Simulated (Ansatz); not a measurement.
## SiO2: relaxed-ion elastic tensor

These are results of DFT PBE, scalar-relativistic, plane waves, PAW (Ansatz), not measurements. Cutoff 420 eV, 6×6×8 k-points (Γ-centred), fixed occupations. No spin polarisation.

Relaxed structure:
```
Si O
1.0
     4.23613    0.00000    0.00000
     0.00000    4.23613    0.00000
     0.00000    0.00000    2.69046
Si O
2 4
Direct
  0.50000 0.50000 0.50000
  0.00000 0.00000 0.00000
  0.19302 0.80698 0.50000
  0.30698 0.30698 0.00000
  0.80698 0.19302 0.50000
  0.69302 0.69302 0.00000
```

The cell has the rutile type, in a space group that the Crystallography Open Database lists for this formula; it was reached from a generator's guess.

Task: Give the relaxed-ion elastic constants (GPa, Voigt order xx yy zz yz xz xy, on the Cartesian axes of the cell above).

Result:
```
384.9 161.1 177.3   0.0   0.0   0.0
161.1 384.9 177.3   0.0   0.0   0.0
177.1 177.1 691.1   0.0   0.0   0.0
  0.0   0.0   0.0 226.6   0.0   0.0
  0.0   0.0   0.0   0.0 226.6   0.0
  0.0   0.0   0.0   0.0   0.0 283.9
```

Task: Is the crystal stable against homogeneous strain?

Result: Yes: the least eigenvalue of the tensor is 223.7 GPa.

Task: And the moduli of a polycrystal (Hill averages)?

Result: B = 267 GPa, G = 199 GPa, E = 479 GPa, ν = 0.20.
